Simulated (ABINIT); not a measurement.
**BaS (Fm-3m): G0W0 in ABINIT against the exchange cutoff**

How does the gap of BaS (Fm-3m) converge in the exchange cutoff?

Program: ABINIT 10.8.3. Level of theory: LDA and many-body steps on it, plane waves. Results are calculated unless marked as measured.

This is a report of a sequence of runs, with most program output left out.

**1. The structure**

The structure is cubic, space group Fm-3m (No. 225). The conventional cell has a = 6.388 Å, b = 6.388 Å, c = 6.388 Å, α = 90.00°, β = 90.00°, γ = 90.00°. Nearest to Ba lie 6 S at 3.19 Å. Nearest to S lie 6 Ba at 3.19 Å. Farther neighbours and most contacts between anions are not listed.

As a file:

```cif
data_structure
_symmetry_space_group_name_H-M 'P 1'
_symmetry_Int_Tables_number 1
_cell_length_a 4.5166
_cell_length_b 4.5166
_cell_length_c 4.5166
_cell_angle_alpha 60.000
_cell_angle_beta 60.000
_cell_angle_gamma 60.000
_cell_volume 65.15
loop_
_atom_site_label
_atom_site_type_symbol
_atom_site_fract_x
_atom_site_fract_y
_atom_site_fract_z
_atom_site_occupancy
Ba1 Ba 0.00000 0.00000 0.00000 1
S2 S 0.50000 0.50000 0.50000 1
```

The cell and positions come from the Crystallography Open Database and are kept as given unless a step says otherwise. Spin-orbit coupling is left out unless a step names it.

**2. Screening, 4×4×4 mesh, 34 bands, screening to 106.1 eV**

This step: ABINIT 10.8.3; RPA screening on LDA, plane waves, norm-conserving pseudopotentials.

The RPA dielectric matrix is built and inverted for each q.

run.abi

```
acell 3*1.0 Angstrom
rprim 
  0.000000000000 3.193750000000 3.193750000000
  3.193750000000 0.000000000000 3.193750000000
  3.193750000000 3.193750000000 0.000000000000
ntypat 2
znucl 56 16
natom 2
typat 1 2
xred 
  0.000000000000 0.000000000000 0.000000000000
  0.500000000000 0.500000000000 0.500000000000
pp_dirpath "pseudos"
pseudos "Ba.upf, S.upf"
ecut 21
ngkpt 4 4 4
nshiftk 1
shiftk 0 0 0
kptopt 1
chksymbreak 0
istwfk *1
occopt 1
irdwfk 1
optdriver 3
nband 34
ecuteps 3.9
inclvkb 2
awtr 1
symchi 1
indata_prefix "in"
outdata_prefix "out"
tmpdata_prefix "tmp"
```

Launch:

```bash
OMP_NUM_THREADS=1 mpirun -n 4 abinit run.abi > log
```

Wall time 4 s (4 MPI ranks of Arm Neoverse V2, shared host); peak memory 0.42 GiB; 16 s of CPU time.

Numbers from this step:

| Quantity | Value |
| --- | --- |
| ε∞ with local fields, on this mesh, along the program's q direction | 5.119 |
| the same without local fields | 6.017 |
| plasma frequency | 18.40 eV |
| plane waves in the screening matrix | 169 |

Local fields lower ε∞ by 15 %.

**3. 2.1 Ha**

This step: G0W0 on LDA, plane waves, norm-conserving pseudopotentials.

Changes to run.abi since step 2:

```diff
@@ -23,8 +23,17 @@
 irdwfk 1
-optdriver 3
+optdriver 4
 nband 34
+gwcalctyp 0
+ecutsigx 2.1
+symsigma 1
+nkptgw 2
+kptgw 
+  0.0000000000 0.0000000000 0.0000000000
+  0.5000000000 0.5000000000 0.0000000000
+bdgw 
+  6 12
+  7 10
 ecuteps 3.9
-inclvkb 2
-awtr 1
-symchi 1
+irdscr 1
+ppmodel 1
 indata_prefix "in"
```

Elapsed: 2.2 s, on 4 MPI ranks; peak memory 0.1 GiB; 8.4 s of CPU time.

This step gave:

```yaml
g0w0_gap_on_the_points_computed: 2.972 eV
starting_gap_on_the_mesh: 1.948 eV
k_of_the_valence_top: 0, 0, 0
k_of_the_conduction_bottom: 0.5, 0.5, 0
z_at_the_valence_top: 0.774
z_at_the_conduction_bottom: 0.828
least_direct_g0w0_gap_on_the_computed_points: 3.102 eV
```

**4. 4.2 Ha**

Changes to run.abi since step 3:

```diff
@@ -26,3 +26,3 @@
 gwcalctyp 0
-ecutsigx 2.1
+ecutsigx 4.2
 symsigma 1
```

Wall time 3 s (4 MPI ranks); peak memory 0.25 GiB; 12 s of CPU time.

This step gave:

| Property | Result |
| --- | --- |
| G0W0 gap on the points computed | 3.313 eV |
| starting gap on the mesh | 1.948 eV |
| k of the valence top | 0, 0, 0 |
| k of the conduction bottom | 0.5, 0.5, 0 |
| Z at the valence top | 0.769 |
| Z at the conduction bottom | 0.827 |
| least direct G0W0 gap on the computed points | 3.459 eV |

**5. 8.4 Ha**

The self-energy is evaluated for the states that the input lists, and the levels follow from it, in one-shot runs by the linearised quasiparticle equation.

Changes to run.abi since step 4:

```diff
@@ -26,3 +26,3 @@
 gwcalctyp 0
-ecutsigx 4.2
+ecutsigx 8.4
 symsigma 1
```

The job ended after 3.1 s (4 MPI ranks; peak memory 0.44 GiB; 12 s of CPU time).

Numbers from this step:

| Item | Value |
| --- | --- |
| G0W0 gap on the points computed | 3.362 eV |
| starting gap on the mesh | 1.948 eV |
| k of the valence top | 0, 0, 0 |
| k of the conduction bottom | 0.5, 0.5, 0 |
| least direct G0W0 gap on the computed points | 3.51 eV |

The gap on the mesh goes from 1.95 eV to 3.36 eV, a correction of +1.41 eV.

**6. 14.7 Ha**

Changes to run.abi since step 5:

```diff
@@ -26,3 +26,3 @@
 gwcalctyp 0
-ecutsigx 8.4
+ecutsigx 14.7
 symsigma 1
```

It took 3.2 s on 4 MPI ranks; peak memory 0.44 GiB.

Numbers from this step:

* G0W0 gap on the points computed: 3.365 eV
* starting gap on the mesh: 1.948 eV
* k of the valence top: 0, 0, 0
* k of the conduction bottom: 0.5, 0.5, 0
* least direct G0W0 gap on the computed points: 3.514 eV

Against the run before, the gap moves by +0.003 eV.

**7. 21 Ha**

Changes to run.abi since step 6:

```diff
@@ -26,3 +26,3 @@
 gwcalctyp 0
-ecutsigx 14.7
+ecutsigx 21
 symsigma 1
```

Elapsed: 3.2 s, on 4 MPI ranks; peak memory 0.45 GiB; 12 s of CPU time.

Numbers from this step:

```
G0W0 gap on the points computed              : 3.365 eV
starting gap on the mesh                     : 1.948 eV
k of the valence top                         : 0, 0, 0
k of the conduction bottom                   : 0.5, 0.5, 0
least direct G0W0 gap on the computed points : 3.514 eV
```

Against the run before, the gap moves by +0.000 eV.

**8. The runs together**

Times are wall times on 4 MPI ranks of Arm Neoverse V2, shared host, good to a factor of about two. A run's time includes the screening step that it read.

| run | mesh | bands | screening cutoff (eV) | DFT gap (eV) | gap on the mesh (eV) | direct (eV) | ε∞ used | time |
| --- | --- | --- | --- | --- | --- | --- | --- | --- |
| 2.1 Ha | 4×4×4 | 34 | 106.1 | 1.948 | 2.972 | 3.102 | 5.12 | 6.2 s |
| 4.2 Ha | 4×4×4 | 34 | 106.1 | 1.948 | 3.313 | 3.459 | 5.12 | 7.1 s |
| 8.4 Ha | 4×4×4 | 34 | 106.1 | 1.948 | 3.362 | 3.510 | 5.12 | 7.2 s |
| 14.7 Ha | 4×4×4 | 34 | 106.1 | 1.948 | 3.365 | 3.514 | 5.12 | 7.2 s |
| 21 Ha | 4×4×4 | 34 | 106.1 | 1.948 | 3.365 | 3.514 | 5.12 | 7.2 s |

**9. What came out**

| Property | Result |
| --- | --- |
| 2.1 Ha | 2.972 eV |
| 4.2 Ha | 3.313 eV |
| 8.4 Ha | 3.362 eV |
| 14.7 Ha | 3.365 eV |
| 21 Ha | 3.365 eV |
| known limits | not at the basis limit; no spin-orbit coupling |

**Reading.** The setting moved: exchange cutoff. From 2.1 Ha to 21 Ha the gap moves by +0.39 eV. It holds to 0.03 eV from 8.4 Ha on. Bands and screening cutoff are coupled, so a series along one setting does not show full convergence. Below the screening cutoff the correlation part is cut too. Bands and cutoff are finite, so the gap is not at the basis limit. The miss can reach some tenths of an eV and take either sign; the mesh is an error of its own. In the G0W0 runs levels were corrected at 2 k points alone, so a gap called «on the mesh» is the least over those, and an edge elsewhere would be missed. The many-body steps are scalar-relativistic: spin-orbit coupling is not in them.

[Paths, hosts, dates, memory and timing lines, banners, echoed tables and standing remarks are left out of the program output.]

[Logs are printed without paths, hosts, clocks, repeated set-up lines and the standing remarks that a program may print on its own settings, such as how far it seeks lower states.]

[Runs of the session that timed out or met a known fault of the program may be left out.]

[Hosts, paths, dates, database ids (printed as entryN), source tags and the programs' standing remarks are cut or masked in the printed files.]

[G0W0 gaps are taken among the corrected bands and points alone; a level outside them can change the order at an edge.]

[Where Ansatz stands beside ABINIT at settings called matched, ABINIT's density can come from a denser mesh and the files from another edition; pairs whose starting gaps differed by over 0.03 eV were left out, so agreement reads better than it is.]
